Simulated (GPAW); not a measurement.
# GaN (F-43m) in GPAW: further runs

The runs below take GaN through equation of state, band structure, with PBE, revTPSS.

All numbers are computed with GPAW 26.7.0; they aren't measurements. Logs are shortened: lines on timing, memory, paths and dates and some standing lists are left out, and cuts for length are marked. The log counts tension as positive stress, the text compression.

**What was measured.**

From a printed reference work, textbook, for a bulk crystal of GaN at 0 K: band gap 3.299 eV (direct).

The results are compared with them further down.

## Step 1: Starting point

It takes space group F-43m (No. 216, cubic). The conventional cell has a = 4.507 Å, b = 4.507 Å, c = 4.507 Å, α = 90.00°, β = 90.00°, γ = 90.00°. Ga (site symmetry -43m) is surrounded by 4 N at 1.95 Å. Around N (site symmetry -43m) lie 4 Ga at 1.95 Å.

The cell is a database's computed one.

## Step 2: Equation of state, PBE

Input file run.py:

```python
from ase.eos import EquationOfState
from ase.io import Trajectory
from ase.spacegroup import crystal
from ase.units import GPa
from gpaw import GPAW

# Ga 4a
# N 4d
atoms = crystal(['Ga', 'N'],
                basis=[[0.0, 0.0, 0.0],
                       [0.25, 0.25, 0.75]],
                spacegroup=216, setting=1,  # F-43m
                cellpar=[4.50700122, 4.50700122, 4.50700122, 90.0, 90.0, 90.0],
                primitive_cell=True)

traj = Trajectory('eos.traj', 'w')
volumes, energies = [], []
for x in [0.94, 0.96, 0.98, 1.0, 1.02, 1.04, 1.06]:
    a = atoms.copy()
    a.set_cell(atoms.cell * x**(1 / 3), scale_atoms=True)
    calc = GPAW(mode='lcao',
                h=0.18,
                basis='dzp',
                xc='PBE',
                kpts={'size': (10, 10, 10), 'gamma': True},
                occupations={'name': 'fermi-dirac', 'width': 0.05},
                convergence={'density': 1e-05, 'energy': 1e-05},
                maxiter=150,
                txt=f'eos-{x:.2f}.txt')
    a.calc = calc
    energies.append(a.get_potential_energy(force_consistent=True))
    volumes.append(a.get_volume())
    calc.write(f'eos-{x:.2f}.gpw')
    traj.write(a)
    print(f'{x:.2f} {volumes[-1]:10.4f} A^3 {energies[-1]:14.6f} eV', flush=True)

v0, e0, B = EquationOfState(volumes, energies, eos='birchmurnaghan').fit()
print(f'V0 = {v0:.4f} A^3, E0 = {e0:.6f} eV, B0 = {B / GPa:.2f} GPa')
```

Potentials or basis: GPAW PAW data sets (gpaw-data 1.2.1), lcao:dzp.

On the command line:

```sh
> OMP_NUM_THREADS=1 python run.py
```

What it wrote:

```text
__  _  _
 | _ |_)|_||  |
 |__||  | ||/\| - 26.7.0

Input parameters:
  mode=LCAO(),
  basis={'default': 'dzp'},
  convergence={'density': 1e-05, 'energy': 1e-05},
  h=0.18,
  kpts=MonkhorstPack(size=(10, 10, 10), gamma=True),
  maxiter=150,
  occupations=Occupations(name='fermi-dirac', width=0.05),
  xc=XC(name='PBE')

                 N

       Ga

Atoms  # Å, Bohr magnetons
|   | symbol |        x |        y |        z |    initial magnetic moments |
|---|--------|----------|----------|----------|-----------------------------|
| 0 |     Ga | 0.000000 | 0.000000 | 0.000000 | ( 0.0000,  0.0000,  0.0000) |
| 1 |      N | 3.311247 | 3.311247 | 3.311247 | ( 0.0000,  0.0000,  0.0000) |

Unit cell  # Å
| periodic |        x |        y |        z |  lengths |    angles |
|----------|----------|----------|----------|----------|-----------|
|      yes | 0.000000 | 2.207498 | 2.207498 | 3.121873 | 60.000000 |
|      yes | 2.207498 | 0.000000 | 2.207498 | 3.121873 | 60.000000 |
|      yes | 2.207498 | 2.207498 | 0.000000 | 3.121873 | 60.000000 |

Number of symmetries: 24
Symmetry operations  # r_c * U_cc + t_c -> r_c
|    | kind |            matrix            |
|----|------|------------------------------|
|  0 |  E   |  1, 0, 0,  0, 1, 0,  0, 0, 1 |
|  1 |  σ   |  1, 0, 0,  0, 0, 1,  0, 1, 0 |
|  2 |  σ   |  1, 0,-1,  0, 1,-1,  0, 0,-1 |
|  3 |  C3  |  1, 0,-1,  0, 0,-1,  0, 1,-1 |
|  4 |  C3  |  1,-1, 0,  0,-1, 1,  0,-1, 0 |
|  5 |  σ   |  1,-1, 0,  0,-1, 0,  0,-1, 1 |
|  6 |  σ   |  0, 1, 0,  1, 0, 0,  0, 0, 1 |
|  7 |  C3  |  0, 1, 0,  0, 0, 1,  1, 0, 0 |
|  8 |  C2  |  0, 1,-1,  1, 0,-1,  0, 0,-1 |
|  9 |  S4  |  0, 1,-1,  0, 0,-1,  1, 0,-1 |
| 10 |  C3  |  0, 0, 1,  1, 0, 0,  0, 1, 0 |
| 11 |  σ   |  0, 0, 1,  0, 1, 0,  1, 0, 0 |
| 12 |  S4  |  0, 0,-1,  1, 0,-1,  0, 1,-1 |
| 13 |  C3  |  0, 0,-1,  0, 1,-1,  1, 0,-1 |
| 14 |  S4  |  0,-1, 1,  1,-1, 0,  0,-1, 0 |
| 15 |  C2  |  0,-1, 1,  0,-1, 0,  1,-1, 0 |
| 16 |  C3  |  0,-1, 0,  1,-1, 0,  0,-1, 1 |
| 17 |  S4  |  0,-1, 0,  0,-1, 1,  1,-1, 0 |
| 18 |  S4  | -1, 1, 0, -1, 0, 1, -1, 0, 0 |
| 19 |  C3  | -1, 1, 0, -1, 0, 0, -1, 0, 1 |
| 20 |  C3  | -1, 0, 1, -1, 1, 0, -1, 0, 0 |
| 21 |  S4  | -1, 0, 1, -1, 0, 0, -1, 1, 0 |
| 22 |  σ   | -1, 0, 0, -1, 1, 0, -1, 0, 1 |
| 23 |  C2  | -1, 0, 0, -1, 0, 1, -1, 1, 0 |

BZ-sampling:
  Number of BZ points: 1000
  Number of IBZ points: 47

  Monkhorst-Pack size: [10, 10, 10]
  Monkhorst-Pack shift: [0.05, 0.05, 0.05]

K-points  # in reciprocal-cell coordinates
|     |                                coordinates |     weight |
|-----|--------------------------------------------|------------|
|   0 | (  0.00000000,   0.00000000,   0.00000000) | 0.00100000 |
|   1 | (  0.10000000,   0.10000000,   0.00000000) | 0.00600000 |
|   2 | (  0.10000000,   0.10000000,   0.10000000) | 0.00800000 |
|   3 | (  0.20000000,   0.10000000,   0.10000000) | 0.01200000 |
|   4 | (  0.20000000,   0.20000000,   0.00000000) | 0.00600000 |
|   5 | (  0.20000000,   0.20000000,   0.10000000) | 0.02400000 |
|   6 | (  0.20000000,   0.20000000,   0.20000000) | 0.00800000 |
|   7 | (  0.30000000,   0.20000000,   0.10000000) | 0.02400000 |
|   8 | (  0.30000000,   0.20000000,   0.20000000) | 0.02400000 |
|   9 | (  0.30000000,   0.30000000,   0.00000000) | 0.00600000 |
| ... |                                            |            |
|  46 | (  0.50000000,   0.50000000,   0.50000000) | 0.00400000 |

basis functions: 26
Spin-components: 1 (collinear spins)
Bands:           8
Projectors:      10
Spin-degeneracy: 2
Datatype:        <class 'complex'>

Parallelization:
  kpt:    1
  domain: 1
  band:   1

[... 225 lines left out ...]
        l=0, rc=7.2656 Bohr: 4s-sz confined orbital
        l=1, rc=10.3438 Bohr: 4p-sz confined orbital
        l=0, rc=4.1406 Bohr: 4s-dz split-valence wave
        l=1, rc=6.0938 Bohr: 4p-dz split-valence wave
        l=2, rc=10.3438 Bohr: d-type Gaussian polarization
      Number of RI-basis functions 0

  N:
    name:    Nitrogen
    Z:       7.0
    valence: 5
    core:    2
    charge:  0.0  # [|e|]
    compensation charges:
      type: gauss
      rc: 0.18  # [Å]
      lmax: 2
    cutoffs:
      filter: 1.11  # [Å]
      core: 0.96  # [Å]
    projectors
    | kind |    occ | energy [eV] | rcut [Å] |
    |------|--------|-------------|----------|
    |   2s |  2.000 |     -18.583 |    0.603 |
    |   2p |  3.000 |      -7.089 |    0.529 |
    |    s |        |       8.629 |    0.603 |
    |    p |        |      20.123 |    0.529 |
    |    d |        |       0.000 |    0.577 |

    LCAO basis set for N:
      Name: dzp
      File: <dir>
      Number of radial functions: 5
      Number of spherical harmonics: 13
        l=0, rc=4.8594 Bohr: 2s-sz confined orbital
        l=1, rc=6.0625 Bohr: 2p-sz confined orbital
        l=0, rc=2.6094 Bohr: 2s-dz split-valence wave
        l=1, rc=3.2656 Bohr: 2p-dz split-valence wave
        l=2, rc=6.0625 Bohr: d-type Gaussian polarization
      Number of RI-basis functions 0

Reference energy: -54366.393033  # eV

eigensolver:
  <gpaw.new.lcao.eigensolver.LCAOEigensolver object>
density mixing:
  MSR1-Mixer
  Pratt-step length: 0.05
  Maximum mixing coefficient: 0.75
  Old densities: 10
  SVD Regularization: 0.005
  Good broyden scale: 1.0
  Trust region scale: 1.0
  Backstep threshold: 4.0
  History deletion threshold: 6.0
  Fourier metric: weight=20.0, sigma=0.015

occupation numbers:
  Fermi-Dirac:
    width: 0.0500  # eV

FastPoissonSolver using
    Stencil: 12*3+1=37 point O(h^6) finite-difference Laplacian
    FFT axes: [np.int64(0), np.int64(1), np.int64(2)]
    FST axes: []

xc functional:
  name: PBE with 2 nearest neighbor stencil
interpolation: tri-quintic # 5. degree polynomial

convergence criteria:
- Maximum integral of absolute [dens]ity change: 1e-05 electrons / valence electron
- Maximum [total energy] change in last 3 cyles: 1e-05 eV / valence electron
- Maximum integral of absolute [eigenst]ate change: 4e-08 eV^2 / valence electron
maximum number of iterations: 150

SCF iterations
|iter     | |      energy | eigst |  dens |
|---------|-|-------------|-------|-------|
|iter:   1| |  -12.468249 |      c|       |
|iter:   2| |  -12.102436 |      c| -0.63 |
|iter:   3| |  -11.080256 |      c| -0.68 |
|iter:   4| |  -11.076392 |      c| -1.41 |
|iter:   5| |  -11.075682 |      c| -1.69 |
|iter:   6| |  -11.075686 |      c| -3.28 |
|iter:   7| |  -11.075691c|      c| -3.69 |
|iter:   8| |  -11.075691c|      c| -4.75 |
|iter:   9| |  -11.075691c|      c| -5.26c|

Converged in 9 steps
Energy contributions relative to reference atoms: (reference = -54366.393033)

Energy contributions:
  Kinetic:          62.454640
  Coulomb:         -54.854135
  Zero:              0.499727
  External:          0.000000
  Xc:              -19.175923
  Entropy:          -0.000000
  Spinorbit:         0.000000
  ----------------------------
  Free energy:     -11.075691
  Extrapolated:    -11.075691

dipole moment: (-9.782279, -9.782279, -9.782279)  # |e|*Ang

Fermi level: 8.625
Eigenvalues  # (at kpt = [0.000, 0.000, 0.000])
| band index |      eig [eV] | occ [0-2] |
|------------|---------------|-----------|
|          0 |        -9.252 |     2.000 |
|          1 |         7.334 |     2.000 |
|          2 |         7.334 |     2.000 |
|          3 |         7.347 |     2.000 |
|          4 |         9.526 |     0.000 |
|          5 |        18.087 |     0.000 |
|          6 |        18.087 |     0.000 |
|          7 |        18.087 |     0.000 |

Gap: 2.179 eV
Transition (v -> c):
  (s=0, k=0, n=3, [0.00, 0.00, 0.00]) -> (s=0, k=0, n=4, [0.00, 0.00, 0.00])
No difference between direct/indirect transitions
# Writing to eos-0.94.gpw (mode='')
```

stdout:

```text
0.94    21.5145 A^3     -11.075691 eV
0.96    21.9722 A^3     -11.167210 eV
0.98    22.4300 A^3     -11.240399 eV
1.00    22.8877 A^3     -11.296733 eV
1.02    23.3455 A^3     -11.337265 eV
1.04    23.8033 A^3     -11.363707 eV
1.06    24.2610 A^3     -11.377818 eV
<dir> UserWarning: The minimum volume of your fit is not in your volumes.  You may not have a minimum in your dataset!
  warnings.warn(
V0 = 24.5771 A^3, E0 = -11.380400 eV, B0 = 205.97 GPa
```

eos-0.96.txt:

```text
SCF iterations
|iter     | |      energy | eigst |  dens |
|---------|-|-------------|-------|-------|
|iter:   1| |  -12.523519 |      c|       |
|iter:   2| |  -12.163096 |      c| -0.63 |
|iter:   3| |  -11.170952 |      c| -0.69 |
|iter:   4| |  -11.167746 |      c| -1.40 |
|iter:   5| |  -11.167201 |      c| -1.68 |
|iter:   6| |  -11.167205 |      c| -3.34 |
|iter:   7| |  -11.167210c|      c| -3.74 |
|iter:   8| |  -11.167210c|      c| -4.76 |
|iter:   9| |  -11.167210c|      c| -5.33c|

Converged in 9 steps
Energy contributions relative to reference atoms: (reference = -54366.393033)

Energy contributions:
  Kinetic:          57.577537
  Coulomb:         -50.725845
  Zero:              0.503567
  External:          0.000000
  Xc:              -18.522470
  Entropy:          -0.000000
  Spinorbit:         0.000000
  ----------------------------
  Free energy:     -11.167210
  Extrapolated:    -11.167210

dipole moment: (-9.881410, -9.881410, -9.881410)  # |e|*Ang

Fermi level: 8.002
Eigenvalues  # (at kpt = [0.000, 0.000, 0.000])
| band index |      eig [eV] | occ [0-2] |
|------------|---------------|-----------|
|          0 |        -9.332 |     2.000 |
|          1 |         7.056 |     2.000 |
|          2 |         7.056 |     2.000 |
|          3 |         7.069 |     2.000 |
|          4 |         9.111 |     0.000 |
|          5 |        17.671 |     0.000 |
|          6 |        17.671 |     0.000 |
|          7 |        17.671 |     0.000 |

Gap: 2.042 eV
Transition (v -> c):
  (s=0, k=0, n=3, [0.00, 0.00, 0.00]) -> (s=0, k=0, n=4, [0.00, 0.00, 0.00])
No difference between direct/indirect transitions
# Writing to eos-0.96.gpw (mode='')
```

It took 13 min on 1 thread of Arm Neoverse V1, shared host; peak memory 0.28 GiB.

What came out:

| Item | Value |
| --- | --- |
| Equilibrium volume | 12.29 Å³/atom (rough: see the caveat) |
| Bulk modulus | 206 GPa (rough) |

Energy against volume, from the lowest point:
```
volume (Å³/atom)  energy (meV/atom)
          10.757             151.06
          10.986             105.30
          11.215              68.71
          11.444              40.54
          11.673              20.28
          11.902               7.06
          12.131               0.00
```

Caveat: the data sets keep Ga 3d, Li 1s and Be 1s frozen, and some such compounds lay over 1.5 % in volume off other programs; the minimum lies outside the volumes run; the basis of atomic orbitals isn't converged, which shifts pressures, moduli and gaps.

(Continued in part 2 of 2.)
